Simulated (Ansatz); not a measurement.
# Co (P-3m1) in Ansatz: notebook

The runs below take Co through single point, with PBE.

Program: Ansatz 0.2.0. These are calculated values, not measurements. Logs are shortened: lines on timing, memory, paths and dates and some standing lists are left out, and cuts for length are marked.

### Step 1. Starting point

It takes space group P-3m1 (No. 164, trigonal). Conventional cell: a = 2.487 Å, b = 2.487 Å, c = 4.063 Å, α = 90.00°, β = 90.00°, γ = 120.00°. Co (site symmetry 3m) is surrounded by 12 Co at 2.42 to 2.55 Å.

### Step 2. Single point, PBE, collinear spin, ferromagnetic start, 10.23 Å³/atom (volume scaled by 0.94)

Contents of input.yaml:

```yaml
crystal:
  lattice:
    - [2.4365880777, 0.0, 0.0]
    - [-1.2182940388, 2.1101471738, 0.0]
    - [0.0, 0.0, 3.9803419532]
  atoms:
    - { symbol: Co, position: [0.3333333333, 0.6666666667, 0.740139], spin: 2.0 }
    - { symbol: Co, position: [0.6666666667, 0.3333333333, 0.259861], spin: 2.0 }
kpoints:
  mp_grid: { grid: [12, 12, 7] }
scf:
  occupations: { method: fermi_dirac, width: 0.05 }
hamiltonian:
  xc: pbe
  pseudopotentials: { kind: all_electron, lapw: { basis_error: 0.0005 } }
magnetization:
  spin_polarized: true
output:
  forces: true
  stress: true
  eigenvalues: true
```

Potentials or basis: all-electron LAPW, scalar-relativistic.

Run with:

```sh
$ ansatz run input.yaml --threads 2 --pin off --max-ram 6144MiB --backend cpu --events-out ev --progress --plain --runs-dir out
```

Output:

```text
Warning: RAYON_NUM_THREADS=2 ignored (pool sized by the plan → 2); use --threads N
LAPW: plane waves up to 9.861 Å⁻¹, error target 5.0e-4 eV per atom; small_component_spin mean_spin; Co in spheres of 1.187 Å, 17 of its electrons in bands, Dirac shells [] (how accurate: hamiltonian.pseudopotentials.lapw.basis_error, Limitations)
Engine: ansatz 0.2.0, x86_64-unknown-linux-gnu
Pseudopotentials: kind: all_electron
Pseudopotential: Co, LAPW, valence charge 17, lapw/all_electron/scalar/gaussian/Co, Koelling and Harmon's equation, gaussian nucleus
Functional definition: PBE
  parameter kappa = 0.804
  parameter beta = 0.06672455060314922
  exchange = pbe_x(kappa = kappa, mu = beta*pi^2/3)
  correlation = pbe_c(beta = beta)
Crystal: 2 atoms, lattice volume = 20.465 Å³
Basis set: ecut = 370.491363111761 eV, 313 PW (Γ), exchange–correlation at level 2
Bands: 23, of which v1, the nominal top of the filled ones, is band 17 counted from 1 (16 counted from 0)
Symmetry: 12 space group operations
Space group: P-3m1 (ITA 164), of the structure as read, at distance tolerance 2.7e-5 Å
Magnetic group: BNS 164.85 (UNI 1315), of the structure as read, at distance tolerance 2.7e-5 Å
k-points: 112 of 1008
Non-local potential: Co, projectors of the file, none
Initial density: superposition of atomic densities (chi_scale 0.1, normalization cell)
Starting moments: Σ|m| = 4 μB on 2 of 2 sites
Initial wavefunctions: plane waves of lowest kinetic energy (no species holds an atomic orbital)
Functional: x = pbe(κ = 0.804, μ = 0.2195149727645171), c = pbe(β = 0.06672455060314922)
iter 1 solved again at ethr=2.07e-4 eV; its pass at ethr=1.00e-1 eV (dr2=7.04e-2 eV) is discarded
SCF iter   1: F=—  HF=-75834.951912 eV  |F-HF|=—  |Δ(HF+E_count)|=         —  Δρ=2.16e-2 (↑2.11e-2 ↓2.16e-2)  dr2=7.04e-2  dr2_m=7.59e-2  M=3.189 μB ∫|m|=3.303 μB  β_m=0.30  ethr=2.07e-4  ⟨swp⟩=2.9  Hψ=37587  notcnv=0
Mixer restart at iter 1: flushing history
preconditioner: auto → none  [metal: Δε(μ)=0.004 eV  Ē_g=10.113 eV  σ=0.050 eV  W_gap=0.02  n_scr=2 (ndim 8)  ℏωp=34.8 eV  f_vac=0.000  D(μ)=1.91/eV (n_scr^D=22)  sad-step TF]
SCF iter   2: F=—  HF=-75835.012148 eV  |F-HF|=—  |Δ(HF+E_count)|=   6.02e-2  Δρ=1.57e-2 (↑1.48e-2 ↓1.57e-2)  dr2=4.64e-2  dr2_m=3.88e-2  M=3.175 μB ∫|m|=3.326 μB  β_m=0.47  ethr=2.07e-4  ⟨swp⟩=2.0  Hψ=14739  notcnv=0
SCF iter   3: F=—  HF=-75835.067024 eV  |F-HF|=—  |Δ(HF+E_count)|=   5.49e-2  Δρ=6.21e-3 (↑6.09e-3 ↓6.21e-3)  dr2=5.22e-3  dr2_m=5.83e-3  M=3.130 μB ∫|m|=3.357 μB  β_m=0.44  ethr=1.36e-4  ⟨swp⟩=2.9  Hψ=15967  notcnv=0
iter 4 solved again at ethr=1.40e-6 eV; its pass at ethr=1.53e-5 eV (dr2=4.77e-4 eV) is discarded
SCF iter   4: F=—  HF=-75835.077994 eV  |F-HF|=—  |Δ(HF+E_count)|=   1.10e-2  Δρ=2.26e-3 (↑1.75e-3 ↓2.26e-3)  dr2=4.79e-4  dr2_m=6.40e-4  M=3.127 μB ∫|m|=3.387 μB  β_m=0.56  ethr=1.40e-6  ⟨swp⟩=2.0  Hψ=25301  notcnv=0
SCF iter   5: F=—  HF=-75835.080743 eV  |F-HF|=—  |Δ(HF+E_count)|=         —  Δρ=1.06e-3 (↑8.00e-4 ↓1.06e-3)  dr2=1.04e-4  dr2_m=1.45e-4  M=3.127 μB ∫|m|=3.404 μB  β_m=0.78  ethr=1.40e-6  ⟨swp⟩=3.0  Hψ=15037  notcnv=0
the basis was enlarged: its passes take 940.5 KiB over the memory plan, 2 of 2 planned eigensolver slots
SCF iter   6: F=—  HF=-75835.081862 eV  |F-HF|=—  |Δ(HF+E_count)|=   1.12e-3  Δρ=1.38e-4 (↑1.35e-4 ↓1.38e-4)  dr2=2.53e-5  dr2_m=1.52e-6  M=3.133 μB ∫|m|=3.431 μB  β_m=0.89  ethr=3.07e-7  ⟨swp⟩=3.0  Hψ=16225  notcnv=0
SCF iter   7: F=—  HF=-75835.081866 eV  |F-HF|=—  |Δ(HF+E_count)|=   4.25e-6  Δρ=1.33e-5 (↑9.32e-6 ↓1.33e-5)  dr2=1.75e-7  dr2_m=8.27e-9  M=3.133 μB ∫|m|=3.433 μB  β_m=0.87  ethr=7.43e-8  ⟨swp⟩=2.4  Hψ=14375  notcnv=0
SCF iter   8: F=—  HF=-75835.081866 eV  |F-HF|=—  |Δ(HF+E_count)|=   3.88e-8  Δρ=1.59e-6 (↑1.35e-6 ↓1.59e-6)  dr2=6.09e-10  dr2_m=2.31e-10  M=3.133 μB ∫|m|=3.433 μB  β_m=0.88  ethr=5.16e-10  ⟨swp⟩=3.0  Hψ=15467  notcnv=0
SCF iter   9: F=-75835.081866 eV  HF=-75835.081866 eV  |F-HF|=1.46e-11  |Δ(HF+E_count)|=  2.33e-10  Δρ=3.35e-7 (↑1.96e-7 ↓3.35e-7)  dr2=1.18e-11  dr2_m=1.01e-11  M=3.133 μB ∫|m|=3.433 μB  ethr=1.79e-12  ⟨swp⟩=3.0  Hψ=15545  notcnv=0
SCF 1 converged in 9 iterations: F = -75835.081866 eV  dr2 = 1.18e-11
SCF converged after 9 iterations
Magnetization: 3.1332 μB (18.5666 up, 15.4334 down)
Absolute magnetization: 3.4333 μB (∫|ρ↑−ρ↓|)
Spin contamination: 0.0486 ħ² per cell (⟨S²⟩ above its minimum at these occupations)
Per-site moments (μB) at R_I (Å): [(1.6243632886650943, 1.186746787019467), (1.6243632886650943, 1.186746787019467)]
Free energy (F): -75835.081866 eV
Harris-Foulkes:  -75835.081866 eV  (|F-HF|=1.46e-11)
Internal energy: -75835.066307 eV  (E = F + TS)
E sigma→0 (E₀):  -75835.074086 eV
Entropy (-TS):   -0.015559 eV (-7.780 meV/atom)
Fermi energy:    20.482471 eV
--- Per-component energies (eV) ---
  E_band       = -430.679700
  E_kinetic    = 76969.089667
  E_xc         = -3250.922494
  E_electrostatic = -149553.233480  (all electrons and nuclei)
  E_smearing   = -0.015559  (= −TS)
  E_closure    = 0.000000  (closes the sum)
  E_atoms      = -75818.578525  (free atoms, spherical and without spin; not in F)
  Σ components = -75835.081866   (vs F -75835.081866, Δ=0.00e0)
  Basis errors (estimates in eV, not in F): energy 1.3e-4 per atom: plane waves 1.1e-4 (5.5e-5 summed), levels above the bands 2.0e-91, relativity 6.9e-9, radial functions 2.0e-5, core shells 3.8e-9; eigenvalues (radial functions only) 5.5e-7; not estimated: angular momenta, meshes, grids; target (lapw.basis_error) 5.0e-4; muffin-tin radii Co 1.187 Å
--- Forces (eV/Å), atoms counted from 1 ---
  atom   1  Co     0.00000000     0.00000000     0.72319164
  atom   2  Co    -0.00000000    -0.00000000    -0.72319164
  max |Σ_I F_I| component: 4.63e-18 eV/Å
--- Stress (GPa, compression-positive) ---
       16.634725       0.000000       0.000000
        0.000000      16.634725       0.000000
        0.000000       0.000000      13.425894
  P = ⅓ Tr σ = 15.5651 GPa (155.651 kbar)
--- Band table (eV; the first three rows and the last of 224) ---
  k-point 0 ↑: bands = ["-75.6334", "-75.5591", "-39.0708", "-38.7140", "-38.7140", "-38.6663", "-38.6557", "-38.6557", "11.0994", "14.9684", "17.7037", "17.7657", "17.7657", "18.0945", "18.0945", "18.5554", "18.5554", "19.7355", "19.7355", "20.1772", "27.1156", "42.8217", "45.8989"]
  k-point 1 ↑: bands = ["-75.6302", "-75.5624", "-39.0523", "-38.7114", "-38.7114", "-38.6855", "-38.6582", "-38.6582", "11.3110", "14.9227", "17.6415", "17.7166", "17.7166", "18.0425", "18.0425", "18.6759", "18.6759", "19.4358", "19.7232", "19.7232", "28.2734", "42.6921", "44.5553"]
  k-point 2 ↑: bands = ["-75.6214", "-75.5713", "-39.0010", "-38.7380", "-38.7046", "-38.7046", "-38.6651", "-38.6651", "11.9243", "14.6601", "17.4616", "17.6560", "17.6560", "17.9112", "17.9112", "18.2237", "18.9420", "18.9420", "19.6646", "19.6646", "30.8598", "40.9434", "43.1936"]
  k-point 111 ↓: bands = ["-73.5287", "-73.5287", "-37.0351", "-37.0351", "-36.9751", "-36.9251", "-36.7692", "-36.7692", "17.3938", "17.6457", "17.6457", "17.7821", "18.5816", "18.5816", "19.9830", "20.4962", "21.6072", "21.6072", "27.1558", "27.1558", "28.2704", "29.5671", "31.3985"]
```

It took 19 s on 2 threads of Intel Xeon 6975P-C (Granite Rapids), shared host; peak memory 0.71 GiB.

What came out:

```yaml
Free_energy: -75835.0819 eV
Pressure: 15.6 GPa
Largest_force: 0.723 eV/Å
Band_gap_on_the_k_mesh: none (metal or under the smearing width)
Net_moment: 3.13 μB per cell
Absolute_moment: 3.43 μB per cell
Site_moments: Co +1.62 μB
```

### Step 3. Single point, PBE, collinear spin, ferromagnetic start, 10.45 Å³/atom (volume scaled by 0.96)

Edit input.yaml of step 2 so:

```diff
@@ -2,5 +2,5 @@
   lattice:
-    - [2.4365880777, 0.0, 0.0]
-    - [-1.2182940388, 2.1101471738, 0.0]
-    - [0.0, 0.0, 3.9803419532]
+    - [2.453747714, 0.0, 0.0]
+    - [-1.226873857, 2.1250078548, 0.0]
+    - [0.0, 0.0, 4.0083734539]
   atoms:
```

Potentials or basis: all-electron LAPW, scalar-relativistic.

Run with:

```sh
$ ansatz run input.yaml --threads 2 --pin off --max-ram 6144MiB --backend cpu --events-out ev --progress --plain --runs-dir out
```

Wall time 20 s (2 threads of Intel Xeon 6975P-C (Granite Rapids), shared host); peak memory 0.7 GiB.

Results (log left out):

```yaml
Free_energy: -75835.1166 eV
Pressure: 10.1 GPa
Largest_force: 0.637 eV/Å
Band_gap_on_the_k_mesh: none (metal or under the smearing width)
Net_moment: 3.19 μB per cell
Absolute_moment: 3.50 μB per cell
Site_moments: Co +1.65 μB
```

### Step 4. Single point, PBE, collinear spin, ferromagnetic start, 10.67 Å³/atom (volume scaled by 0.98)

Edit input.yaml of step 3 so:

```diff
@@ -2,5 +2,5 @@
   lattice:
-    - [2.453747714, 0.0, 0.0]
-    - [-1.226873857, 2.1250078548, 0.0]
-    - [0.0, 0.0, 4.0083734539]
+    - [2.4706706468, 0.0, 0.0]
+    - [-1.2353353234, 2.1396635445, 0.0]
+    - [0.0, 0.0, 4.0360182824]
   atoms:
```

Run with:

```sh
$ ansatz run input.yaml --threads 2 --pin off --max-ram 6144MiB --backend cpu --events-out ev --progress --plain --runs-dir out
```

Wall time 19 s (2 threads of Intel Xeon 6975P-C (Granite Rapids), shared host); peak memory 0.7 GiB.

The run converged. Its results:

```yaml
Free_energy: -75835.1372 eV
Pressure: 5.1 GPa
Largest_force: 0.559 eV/Å
Band_gap_on_the_k_mesh: none (metal or under the smearing width)
Net_moment: 3.24 μB per cell
Absolute_moment: 3.56 μB per cell
Site_moments: Co +1.68 μB
```

### Step 5. Single point, PBE, collinear spin, ferromagnetic start, 10.89 Å³/atom

Edit input.yaml of step 4 so:

```diff
@@ -2,5 +2,5 @@
   lattice:
-    - [2.4706706468, 0.0, 0.0]
-    - [-1.2353353234, 2.1396635445, 0.0]
-    - [0.0, 0.0, 4.0360182824]
+    - [2.4873648738, 0.0, 0.0]
+    - [-1.2436824369, 2.1541211692, 0.0]
+    - [0.0, 0.0, 4.0632895034]
   atoms:
```

Run with:

```sh
$ ansatz run input.yaml --threads 2 --pin off --max-ram 6144MiB --backend cpu --events-out ev --progress --plain --runs-dir out
```

It took 20 s on 2 threads of Intel Xeon 6975P-C (Granite Rapids), shared host; peak memory 0.71 GiB.

Results (log left out):

- Free energy: -75835.1451 eV
- Pressure: 0.7 GPa
- Largest force: 0.489 eV/Å
- Band gap on the k mesh: none (metal or under the smearing width)
- Net moment: 3.27 μB per cell
- Absolute moment: 3.61 μB per cell
- Site moments: Co +1.70 μB

### Step 6. Single point, PBE, collinear spin, ferromagnetic start, 11.10 Å³/atom (volume scaled by 1.02)

Edit input.yaml of step 5 so:

```diff
@@ -2,5 +2,5 @@
   lattice:
-    - [2.4873648738, 0.0, 0.0]
-    - [-1.2436824369, 2.1541211692, 0.0]
-    - [0.0, 0.0, 4.0632895034]
+    - [2.5038379689, 0.0, 0.0]
+    - [-1.2519189845, 2.1683872881, 0.0]
+    - [0.0, 0.0, 4.0901994896]
   atoms:
```

Potentials or basis: all-electron LAPW, scalar-relativistic.

Run with:

```sh
$ ansatz run input.yaml --threads 2 --pin off --max-ram 6144MiB --backend cpu --events-out ev --progress --plain --runs-dir out
```

Wall time 20 s (2 threads of Intel Xeon 6975P-C (Granite Rapids), shared host); peak memory 0.7 GiB.

Results (log left out):

```
Free energy            : -75835.1414 eV
Pressure               : -3.3 GPa
Largest force          : 0.425 eV/Å
Band gap on the k mesh : none (metal or under the smearing width)
Net moment             : 3.31 μB per cell
Absolute moment        : 3.65 μB per cell
Site moments           : Co +1.72 μB
```

### Step 7. Single point, PBE, collinear spin, ferromagnetic start, 11.32 Å³/atom (volume scaled by 1.04)

Edit input.yaml of step 6 so:

```diff
@@ -2,5 +2,5 @@
   lattice:
-    - [2.5038379689, 0.0, 0.0]
-    - [-1.2519189845, 2.1683872881, 0.0]
-    - [0.0, 0.0, 4.0901994896]
+    - [2.5200971126, 0.0, 0.0]
+    - [-1.2600485563, 2.1824681195, 0.0]
+    - [0.0, 0.0, 4.1167599708]
   atoms:
```

Run with:

```sh
$ ansatz run input.yaml --threads 2 --pin off --max-ram 6144MiB --backend cpu --events-out ev --progress --plain --runs-dir out
```

Wall time 20 s (2 threads of Intel Xeon 6975P-C (Granite Rapids), shared host); peak memory 0.7 GiB.

The run converged. Its results:

| Quantity | Value |
| --- | --- |
| Free energy | -75835.1274 eV |
| Pressure | -6.9 GPa |
| Largest force | 0.367 eV/Å |
| Band gap on the k mesh | none (metal or under the smearing width) |
| Net moment | 3.34 μB per cell |
| Absolute moment | 3.69 μB per cell |
| Site moments | Co +1.73 μB |

### Step 8. Single point, PBE, collinear spin, ferromagnetic start, 11.54 Å³/atom (volume scaled by 1.06)

Edit input.yaml of step 7 so:

```diff
@@ -2,5 +2,5 @@
   lattice:
-    - [2.5200971126, 0.0, 0.0]
-    - [-1.2600485563, 2.1824681195, 0.0]
-    - [0.0, 0.0, 4.1167599708]
+    - [2.5361491194, 0.0, 0.0]
+    - [-1.2680745597, 2.1963695652, 0.0]
+    - [0.0, 0.0, 4.1429820789]
   atoms:
```

Run with:

```sh
$ ansatz run input.yaml --threads 2 --pin off --max-ram 6144MiB --backend cpu --events-out ev --progress --plain --runs-dir out
```

It took 22 s on 2 threads of Intel Xeon 6975P-C (Granite Rapids), shared host; peak memory 0.69 GiB.

The run converged. Its results:

```yaml
Free_energy: -75835.1040 eV
Pressure: -10.2 GPa
Largest_force: 0.314 eV/Å
Band_gap_on_the_k_mesh: none (metal or under the smearing width)
Net_moment: 3.36 μB per cell
Absolute_moment: 3.72 μB per cell
Site_moments: Co +1.75 μB
```

### Step 9. The reference run

An earlier run on the cell as given: functional PBE; potentials or basis all-electron LAPW, scalar-relativistic; cutoff 328 eV (chosen from the basis error); basis error allowed 0.001 eV/atom; k mesh 12 × 12 × 7; occupations fermi-dirac, width 0.05 eV; collinear spin, ferromagnetic start; starting moments [2.0, 2.0] μB.

- Pressure: 0.7 GPa
- Largest force: 0.490 eV/Å
- Band gap on the k mesh: none (metal or under the smearing width)
- Net moment: 3.27 μB per cell
- Absolute moment: 3.61 μB per cell
- Site moments: Co +1.70 μB
